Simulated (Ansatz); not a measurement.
NaBr (rock salt)

```xyz
4
Lattice="0.0000 5.9476 5.9476 2.9738 0.0000 2.9738 2.9738 2.9738 0.0000" Properties=species:S:1:pos:R:3 pbc="T T T"
Br     0.0000     0.0000     0.0000
Br     0.0000     2.9738     2.9738
Na     2.9738     2.9738     2.9738
Na     2.9738     5.9476     5.9476
```

In this cell atom 4 (Na, nearest neighbour Br at 2.974 Å; its periodic images, 4.2 Å or more away, move with it) is moved by s along Cartesian x, unit vector (1.000, 0.000, 0.000); all other atoms and the cell stay fixed.

Calculation: r2SCAN (plane waves to 500 eV, PAW, scalar-relativistic; Ansatz, a program for electronic structure). k mesh 4×8×8 (Γ-centred), Fermi-Dirac smearing 0.05 eV. E stands for the smeared free energy. Stress and pressure are positive under compression. Left out: 2 of 11 points, with atoms too close for the PAW data. F∥ is the force on the atom along that direction. F⊥ is the part of the force across the line. NaBr was relaxed with its symmetry unable to fall. The zero of ΔE is the undisplaced structure.

```tsv
s (Å)	ΔE (meV/cell)	F∥ (eV/Å)	P (GPa)	|F⊥| (eV/Å)
-0.712	799	3.500	3.2	0.317
-0.534	347	1.758	1.5	0.241
-0.356	126	0.829	0.6	0.162
-0.178	28	0.324	0.1	0.082
0.000	0	0.000	0.0	0.000
0.178	28	-0.324	0.1	0.082
0.356	126	-0.829	0.6	0.162
0.534	347	-1.758	1.5	0.241
0.712	799	-3.500	3.2	0.317
```

Summary:

```
Property                                                                                                                                              Value
--------------------------------------------------------  -------------------------------------------------------------------------------------------------
Energy at s = 0.712 Å                                                                                                                          799 meV/cell
Force along the line at s = -0.712 Å                                                                                                              3.50 eV/Å
Symmetry of the curve                                                                                                         even: the same for both signs
Shape of the curve                                                                           a single well with its minimum at or next to zero displacement
Force constant k = d²E/ds² at s = 0 (finite differences)                                                                                         1.65 eV/Å²
Harmonic estimate at the end of the scan                  ½ks² = 418 meV/cell against the computed 799 meV/cell, so the well is stiffer than harmonic there
```

(For displaced atoms, the force is minus the slope of the energy, and its curvature is a force constant, which sets phonon frequencies.)
